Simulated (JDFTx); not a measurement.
# TiB2 (P6/mmm) in JDFTx: a series of runs

Runs on TiB2. Level: PBE+U. Tasks: single point.

All numbers are computed with JDFTx 1.7.0 (patched build); they aren't measurements. Logs are shortened: lines on timing, memory, paths and dates and some standing lists are left out, and cuts for length are marked. The log counts tension as positive stress, the text compression.

### 1 The structure

The structure is hexagonal, space group P6/mmm (No. 191). The conventional cell has a = 3.029 Å, b = 3.029 Å, c = 3.228 Å, α = 90.00°, β = 90.00°, γ = 120.00°. Ti (site symmetry 6/mmm) has 12 B at 2.38 Å as nearest neighbours. B (site symmetry -6m2) has 3 B at 1.75 Å as nearest neighbours.

### 2 Single point, PBE+U

TiB2.in

```
lattice \
    5.7243583767    -2.8621791884     0.0000000000 \
    0.0000000000     4.9574397745     0.0000000000 \
    0.0000000000     0.0000000000     6.1007918207
coords-type Cartesian
ion Ti     0.0000000000     0.0000000000     0.0000000000 1
ion B      2.8621791886     1.6524799247     3.0503959104 1
ion B     -0.0000000003     3.3049598498     3.0503959104 1

ion-species pseudo/Ti.upf
ion-species pseudo/B.upf
elec-cutoff 42 336
elec-ex-corr gga-PBE
kpoint-folding 10 10 8
elec-smearing Fermi 0.0018374661
elec-n-bands 15
add-U Ti d 0.146997
electronic-SCF nIterations 100 energyDiffThreshold 1e-09
electronic-minimize nIterations 30 energyDiffThreshold 1e-7
converge-empty-states yes
forces-output-coords Cartesian

dump-name run.$VAR
dump End Ecomponents EigStats BandEigs Kpoints Forces Stress ElecDensity RhoAtom
```

Potentials or basis: PseudoDojo-SR-PBE-0.5-standard with smoothed tails.

Launch:

```console
jdftx -c 1 -i TiB2.in -o TiB2.out
```

What it wrote:

```text
*************** JDFTx 1.7.0 (patched build) ***************

Input parsed successfully to the following command list (including defaults):
[... the input with its defaults ...]

---------- Setting up symmetries ----------

Found 24 point-group symmetries of the bravais lattice
Found 24 space-group symmetries with basis
Applied RMS atom displacement 2.44571e-10 bohrs to make symmetries exact.

---------- Initializing the Grid ----------
R =
[      5.72436     -2.86218            0  ]
[            0      4.95744            0  ]
[            0            0      6.10079  ]
unit cell volume = 173.129
G =
[    1.09762   0.633713         -0  ]
[          0    1.26743          0  ]
[          0         -0     1.0299  ]
Minimum fftbox size, Smin = [  48  48  52  ]
Chosen fftbox size, S = [  48  48  54  ]

---------- Initializing tighter grid for wavefunction operations ----------
R =
[      5.72436     -2.86218            0  ]
[            0      4.95744            0  ]
[            0            0      6.10079  ]
unit cell volume = 173.129
G =
[    1.09762   0.633713         -0  ]
[          0    1.26743          0  ]
[          0         -0     1.0299  ]
Minimum fftbox size, Smin = [  36  36  36  ]
Chosen fftbox size, S = [  36  36  36  ]

---------- Exchange Correlation functional ----------
Initalized PBE GGA exchange.
Initalized PBE GGA correlation.

---------- Setting up pseudopotentials ----------
Width of ionic core gaussian charges (only for fluid interactions / plotting) set to 0

Reading pseudopotential file 'pseudo/Ti.upf':
  'Ti' pseudopotential, 'PBE' functional
  Generated using ONCVPSP code by D. R. Hamann
  12 valence electrons, 4 orbitals, 6 projectors, 1001 radial grid points, with lMax = 2
    3S    l: 0   occupation:  2.0   eigenvalue: -2.301740
    3P    l: 1   occupation:  6.0   eigenvalue: -1.428110
    3D    l: 2   occupation:  2.0   eigenvalue: -0.156511
    4S    l: 0   occupation:  2.0   eigenvalue: -0.164159
  Core radius for overlap checks: 1.61 bohrs.

Reading pseudopotential file 'pseudo/B.upf':
  'B' pseudopotential, 'PBE' functional
  Generated using ONCVPSP code by D. R. Hamann
  3 valence electrons, 2 orbitals, 4 projectors, 1001 radial grid points, with lMax = 1
    2S    l: 0   occupation:  2.0   eigenvalue: -0.347027
    2P    l: 1   occupation:  1.0   eigenvalue: -0.132548
  Core radius for overlap checks: 1.18 bohrs.

Initialized 2 species with 3 total atoms.

Folded 1 k-points by 10x10x8 to 800 k-points.

---------- Setting up k-points, bands, fillings ----------
Reduced to 70 k-points under symmetry.
Computing the number of bands and number of electrons
Calculating initial fillings.
nElectrons:  18.000000   nBands: 15   nStates: 70

----- Setting up reduced wavefunction bases (one per k-point) -----
average nbasis = 2251.131 , ideal nbasis = 2250.808

---------- Setting up ewald sum ----------
Optimum gaussian width for ewald sums = 1.851456 bohr.
Real space sum over 1089 unit cells with max indices [  5  5  4  ]
Reciprocal space sum over 2197 terms with max indices [  6  6  6  ]

---------- Allocating electronic variables ----------
Initializing wave functions:  linear combination of atomic orbitals
Ti pseudo-atom occupations:   s ( 2 2 )  p ( 6 )  d ( 2 )
B pseudo-atom occupations:   s ( 2 )  p ( 1 )
	FillingsUpdate:  mu: +0.476847532  nElectrons: 18.000000
LCAOMinimize: Iter:   0  F: -63.7962623997519813  |grad|_K:  4.378e-03  alpha:  1.000e+00
	FillingsUpdate:  mu: +0.524135590  nElectrons: 18.000000
LCAOMinimize: Iter:   1  F: -63.8608444988569914  |grad|_K:  2.522e-03  alpha:  1.625e-01  linmin: -3.325e-01  cgtest:  9.317e-01
LCAOMinimize: Encountered beta<0, resetting CG.
[... 17 lines of inner loops ...]
LCAOMinimize: Iter:   8  F: -63.8885726133875878  |grad|_K:  1.250e-07  alpha:  9.001e-01  linmin: -4.143e-04  cgtest: -1.232e-02
	FillingsUpdate:  mu: +0.580554762  nElectrons: 18.000000
LCAOMinimize: Iter:   9  F: -63.8885726135864758  |grad|_K:  3.454e-08  alpha:  1.008e+00  linmin: -3.410e-03  cgtest:  1.661e-02
LCAOMinimize: Converged (|Delta F|<1.000000e-06 for 2 iters).

-------- Electronic minimization -----------
Will mix electronic density at each iteration.
	FillingsUpdate:  mu: +0.580554762  nElectrons: 18.000000
	FillingsUpdate:  mu: +0.570635700  nElectrons: 18.000000
SCF: Cycle:  0   F: -63.938997319431316   dF: -5.042e-02   |Residual|: 5.063e-02   |deigs|: 2.172e-02
	FillingsUpdate:  mu: +0.562734017  nElectrons: 18.000000
SCF: Cycle:  1   F: -63.941064295763098   dF: -2.067e-03   |Residual|: 2.567e-02   |deigs|: 1.049e-02
	FillingsUpdate:  mu: +0.562402396  nElectrons: 18.000000
SCF: Cycle:  2   F: -63.941279717158842   dF: -2.154e-04   |Residual|: 1.271e-02   |deigs|: 1.387e-03
	FillingsUpdate:  mu: +0.561035217  nElectrons: 18.000000
SCF: Cycle:  3   F: -63.941315991919851   dF: -3.627e-05   |Residual|: 3.109e-03   |deigs|: 2.093e-03
	FillingsUpdate:  mu: +0.561620248  nElectrons: 18.000000
SCF: Cycle:  4   F: -63.941317009012465   dF: -1.017e-06   |Residual|: 2.005e-03   |deigs|: 8.215e-04
	FillingsUpdate:  mu: +0.561350543  nElectrons: 18.000000
SCF: Cycle:  5   F: -63.941320787545024   dF: -3.779e-06   |Residual|: 5.436e-04   |deigs|: 4.354e-04
	FillingsUpdate:  mu: +0.561322253  nElectrons: 18.000000
SCF: Cycle:  6   F: -63.941321052970117   dF: -2.654e-07   |Residual|: 2.007e-04   |deigs|: 1.167e-04
	FillingsUpdate:  mu: +0.561307487  nElectrons: 18.000000
SCF: Cycle:  7   F: -63.941321137933826   dF: -8.496e-08   |Residual|: 6.978e-05   |deigs|: 1.321e-04
	FillingsUpdate:  mu: +0.561312397  nElectrons: 18.000000
SCF: Cycle:  8   F: -63.941321165624743   dF: -2.769e-08   |Residual|: 1.976e-05   |deigs|: 8.412e-05
	FillingsUpdate:  mu: +0.561311824  nElectrons: 18.000000
SCF: Cycle:  9   F: -63.941321172968109   dF: -7.343e-09   |Residual|: 1.334e-05   |deigs|: 6.704e-05
	FillingsUpdate:  mu: +0.561310098  nElectrons: 18.000000
SCF: Cycle: 10   F: -63.941321175291442   dF: -2.323e-09   |Residual|: 4.543e-06   |deigs|: 7.653e-05
	FillingsUpdate:  mu: +0.561309898  nElectrons: 18.000000
SCF: Cycle: 11   F: -63.941321175951316   dF: -6.599e-10   |Residual|: 7.988e-07   |deigs|: 6.634e-05
	FillingsUpdate:  mu: +0.561309887  nElectrons: 18.000000
SCF: Cycle: 12   F: -63.941321176155370   dF: -2.041e-10   |Residual|: 2.334e-07   |deigs|: 5.341e-05
SCF: Converged (|Delta E|<1.000000e-09 for 2 iters).

Setting wave functions to eigenvectors of Hamiltonian
Converging empty states (this may take a while): |deigs|: 6.319e-04

# Stress tensor in Cartesian coordinates [Eh/a0^3]:
[  -6.9045e-05            0            0  ]
[            0  -6.9045e-05            0  ]
[            0            0 -8.84491e-05  ]

# Ionic positions in cartesian coordinates:
ion Ti   0.000000000000000  -0.000000000000000   0.000000000033333 1
ion B   2.862179188333333   1.652479924833333   3.050395910383333 1
ion B  -0.000000000033333   3.304959849666667   3.050395910383333 1

# Forces in Cartesian coordinates:
force Ti   0.000000000000000   0.000000000000000   0.000000000000000 1
force B  -0.000000000000000   0.000000000000000   0.000000000000000 1
force B  -0.000000000000000   0.000000000000000   0.000000000000000 1

# Energy components:
   Eewald =      -51.3087759302430939
       EH =       12.0845917373598049
     Eloc =      -43.1582337568018559
      Enl =        0.6821972655623814
      Exc =      -11.2914361359780919
 Exc_core =        1.2318085679680684
       KE =       27.6378470974758770
        U =        0.1809071356195787
-------------------------------------
     Etot =      -63.9410940190373083
       TS =        0.0002271571180624
-------------------------------------
        F =      -63.9413211761553697

IonicMinimize: Iter:   0  F: -63.941321176155370  |grad|_K:       -nan
IonicMinimize: None of the convergence criteria satisfied after 0 iterations.

#--- Lowdin population analysis ---
# oxidation-state Ti +0.897
# oxidation-state B -0.430 -0.430

Dumping 'run.eigStats' ...
	eMin: -1.537991 at state 0 ( [ +0.000000 +0.000000 +0.000000 ] spin 0 )
	HOMO: +0.560609 at state 32 ( [ +0.100000 +0.100000 +0.250000 ] spin 0 )
	mu  : +0.561310
	LUMO: +0.561678 at state 32 ( [ +0.100000 +0.100000 +0.250000 ] spin 0 )
	eMax: +0.931576 at state 66 ( [ +0.300000 +0.300000 +0.125000 ] spin 0 )
	HOMO-LUMO gap: +0.001069
	Optical gap  : +0.001069 at state 32 ( [ +0.100000 +0.100000 +0.250000 ] spin 0 )
Done!
```

Run time: 66 s. Hardware: 1 thread of Intel Xeon 6975P-C (Granite Rapids), shared host; peak memory 0.17 GiB.

Results:

```yaml
Free_energy: -1739.9320 eV
Pressure: 2.2 GPa
Band_gap_on_the_k_mesh: none (metal or under the smearing width)
Loewdin_charges: Ti +0.90; B -0.43 e
```

Levels at points of the mesh, in eV from the Fermi level:
```tsv
k point	band 7	band 8	band 9	band 10	band 11	band 12
(0.00, 0.00, 0.00)	-2.61	-2.41	-1.70	1.76	1.76	3.61
(0.00, 0.00, 0.50)	-0.61	-0.61	-0.28	-0.28	0.45	0.45
(0.00, 0.50, 0.00)	-3.34	-3.31	-2.05	1.22	2.73	3.29
(0.00, 0.50, 0.50)	-4.72	-3.76	-3.24	2.70	2.90	4.34
```

Eigenvalues of the final occupation matrices:
| site | spin | trace | eigenvalues |
| --- | --- | --- | --- |
| atom 1 Ti | 1 | 2.27 | 0.37 0.46 0.46 0.49 0.49 |

Caveat: U without spin polarisation on a metal has little footing; the U is typed as a test and isn't derived for this compound.

### 3 Single point, PBE+U

Changes to TiB2.in since step 2:

```diff
@@ -16,3 +16,3 @@
 elec-n-bands 15
-add-U Ti d 0.146997
+add-U Ti d 0.220496
 electronic-SCF nIterations 100 energyDiffThreshold 1e-09
```

Potentials or basis: PseudoDojo-SR-PBE-0.5-standard with smoothed tails.

Launch:

```console
jdftx -c 1 -i TiB2.in -o TiB2.out
```

Wall time 66 s (1 thread of Intel Xeon 6975P-C (Granite Rapids), shared host); peak memory 0.16 GiB.

It converged, with:

| Quantity | Value |
| --- | --- |
| Free energy | -1737.4774 eV |
| Pressure | 3.5 GPa |
| Band gap on the k mesh | none (metal or under the smearing width) |
| Loewdin charges | Ti +0.91; B -0.44 e |

Stress tensor (GPa, compression positive):
```
3.10 0.00 0.00
0.00 3.10 0.00
0.00 0.00 4.42
```

Levels at points of the mesh, in eV from the Fermi level:
| k point | band 6 | band 7 | band 8 | band 9 | band 10 | band 11 | band 12 | band 13 |
| --- | --- | --- | --- | --- | --- | --- | --- | --- |
| (0.00, 0.00, 0.00) | -2.66 | -2.66 | -2.50 | -1.36 | 1.61 | 1.61 | 3.55 | 3.55 |
| (0.00, 0.00, 0.50) | -7.45 | -0.69 | -0.69 | -0.42 | -0.42 | 0.41 | 0.41 | 2.09 |
| (0.00, 0.50, 0.00) | -9.28 | -3.44 | -3.42 | -1.93 | 1.06 | 2.67 | 3.20 | 3.37 |
| (0.00, 0.50, 0.50) | -7.72 | -4.82 | -3.78 | -3.33 | 2.84 | 2.88 | 4.19 | 4.32 |

Eigenvalues of the final occupation matrices:
```tsv
site	spin	trace	eigenvalues
atom 1 Ti	1	2.26	0.35 0.46 0.46 0.50 0.50
```

Caveat: U without spin polarisation on a metal has little footing; the U is typed as a test and isn't derived for this compound.

### 4 Single point, PBE+U

Changes to TiB2.in since step 3:

```diff
@@ -16,3 +16,3 @@
 elec-n-bands 15
-add-U Ti d 0.220496
+add-U Ti d 0.293995
 electronic-SCF nIterations 100 energyDiffThreshold 1e-09
```

Launch:

```console
jdftx -c 1 -i TiB2.in -o TiB2.out
```

Wall time 71 s (1 thread of Intel Xeon 6975P-C (Granite Rapids), shared host); peak memory 0.17 GiB.

The run converged. Its results:

| Item | Value |
| --- | --- |
| Free energy | -1735.0445 eV |
| Pressure | 5.6 GPa |
| Band gap on the k mesh | none (metal or under the smearing width) |
| Loewdin charges | Ti +0.93; B -0.45 e |

Stress tensor (GPa, compression positive):
```
4.77 0.00 0.00
0.00 4.77 0.00
0.00 0.00 7.40
```

Levels at points of the mesh, in eV from the Fermi level:
```tsv
k point	band 6	band 7	band 8	band 9	band 10	band 11	band 12	band 13
(0.00, 0.00, 0.00)	-2.75	-2.75	-2.63	-0.75	1.34	1.34	3.45	3.45
(0.00, 0.00, 0.50)	-7.35	-0.82	-0.82	-0.67	-0.67	0.34	0.34	2.52
(0.00, 0.50, 0.00)	-9.28	-3.67	-3.55	-1.73	0.80	2.58	3.07	3.55
(0.00, 0.50, 0.50)	-7.85	-5.02	-3.82	-3.47	2.76	3.26	3.98	4.11
```

Eigenvalues of the final occupation matrices:
```tsv
site	spin	trace	eigenvalues
atom 1 Ti	1	2.24	0.30 0.46 0.46 0.51 0.51
```

Caveat: the empty levels aren't tightly converged; U without spin polarisation on a metal has little footing; the U is typed as a test and isn't derived for this compound.

### 5 Overview

| U | gap on the mesh (eV) | pressure (GPa) |
| --- | --- | --- |
| Ti d U = 4 eV | none | 2.2 |
| Ti d U = 6 eV | none | 3.5 |
| Ti d U = 8 eV | none | 5.6 |

Alike in all rows: task single point; level PBE+U; potentials or basis PseudoDojo-SR-PBE-0.5-standard with smoothed tails; no spin polarisation; cell as given; k mesh 10 × 10 × 8; cutoff (eV) 1143; smearing fermi-dirac 0.05 eV.

Every run on the cell as given and a fine mesh finds a metal.

Caveats: U without spin polarisation on a metal has little footing; the U is typed as a test and isn't derived for this compound; the empty levels aren't tightly converged (some runs).

Absolute energies hang on the potentials; compare differences alone.
